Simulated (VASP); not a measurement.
# AlNi: intraband terms of a metal's spectrum

AlNi, C2/m (no. 12), 2 atoms in the cell. PBE, independent-particle dielectric function; PAW potentials Ni, Al (PBE set).

## Input

INCAR.step1:
```
PREC = Accurate ; ENCUT = 320
ISMEAR = 1 ; SIGMA = 0.1
EDIFF = 1E-7 ; LASPH = True
KPAR = 4 ; LWAVE = False
LCHARG = True ; ISPIN = 2
MAGMOM = 1 0 ; LMAXMIX = 4
```

INCAR.step2:
```
PREC = Accurate ; ENCUT = 320
ISMEAR = 0 ; SIGMA = 0.3
EDIFF = 1E-6 ; LASPH = True
KPAR = 4 ; LWAVE = True
LCHARG = False ; ISPIN = 2
MAGMOM = 1 0 ; LMAXMIX = 4
ICHARG = 11 ; NBANDS = 24
NEDOS = 3000 ; OMEGAMAX = 30
CSHIFT = 0.1
```

INCAR.step3, as INCAR.step2 but for:
```
- LWAVE = True
+ LWAVE = False
+ LOPTICS = True
+ ALGO = None
+ NELM = 1
+ ISTART = 1
```

INCAR.step4, as INCAR.step3 but for:
```
+ WPLASMAI = 0.03
```

INCAR.step5 to INCAR.step6 change the same tag again: WPLASMAI = 0.1, 0.3.

INCAR.step7, as INCAR.step6 but for:
```
- WPLASMAI = 0.3
+ RTIME = 5
```

INCAR.step8, as INCAR.step7 but for:
```
- RTIME = 5
+ RTIME = 1
```

INCAR.step9, as INCAR.step8 but for:
```
- RTIME = 1
+ LNABLA = True
```

INCAR.step10, as INCAR.step9 but for:
```
- ISMEAR = 0
- LNABLA = True
+ ISMEAR = -5
```

KPOINTS.step1:
```
k-points
0
Gamma
  11 11 7
```

KPOINTS.step2:
```
k-points
0
Gamma
  9 9 6
```

POSCAR:
```
AlNi
1.0
    2.3006810000     -1.3946800000      0.0000000000
    2.3006810000      1.3946800000      0.0000000000
   -1.3564510000      0.0000000000      3.8808380000
Ni Al
1 1
Direct
    0.5000000000      0.5000000000      0.5000000000
    0.0000000000      0.0000000000      0.0000000000
```

Commands (each step's output is kept before the next begins):
```
cat potpaw_PBE.64/Ni/POTCAR potpaw_PBE.64/Al/POTCAR > POTCAR
cp INCAR.step1 INCAR
cp KPOINTS.step1 KPOINTS
mpirun -np 4 vasp_std > vasp.out
cp INCAR.step2 INCAR
cp KPOINTS.step2 KPOINTS
mpirun -np 4 vasp_std > vasp.out
cp INCAR.step3 INCAR
mpirun -np 4 vasp_std > vasp.out
cp INCAR.step4 INCAR
mpirun -np 4 vasp_std > vasp.out
cp INCAR.step5 INCAR
mpirun -np 4 vasp_std > vasp.out
cp INCAR.step6 INCAR
mpirun -np 4 vasp_std > vasp.out
cp INCAR.step7 INCAR
mpirun -np 4 vasp_std > vasp.out
cp INCAR.step8 INCAR
mpirun -np 4 vasp_std > vasp.out
cp INCAR.step9 INCAR
mpirun -np 4 vasp_std > vasp.out
cp INCAR.step10 INCAR
mpirun -np 4 vasp_std > vasp.out
```

## Result

- Bands: 24

One ground state, settings moved in the last step alone:

| Settings | Plasma frequency (eV) | Im ε at 0.5 eV | Im ε at 1 eV | Im ε at 2 eV | Im ε at 4 eV | Time (s) |
|---|---|---|---|---|---|---|
| interband part alone | 6.48 | 16.9 | 22.5 | 12.7 | 18.0 | 14 |
| Drude term, WPLASMAI 0.03 | 6.48 | 26.9 | 23.8 | 12.9 | 18.0 | 15 |
| Drude term, WPLASMAI 0.1 | 6.48 | 49.2 | 26.7 | 13.2 | 18.1 | 14 |
| Drude term, WPLASMAI 0.3 | 6.48 | 91.1 | 34.1 | 14.2 | 18.2 | 14 |
| relaxation time RTIME 5 fs | 6.48 | 58.3 | 27.9 | 13.4 | 18.1 | 14 |
| relaxation time RTIME 1 fs | 6.48 | 97.9 | 41.8 | 15.8 | 18.4 | 16 |
| transversal form (LNABLA) | 5.53 | 12.0 | 16.9 | 9.8 | 18.9 | 16 |
| tetrahedron method | – | – | – | – | – | no result |

VASP 6.6.1 took 152 s on 4 cores (Intel Xeon Platinum 8375C @ 2.90GHz (Ice Lake)), a shared host.
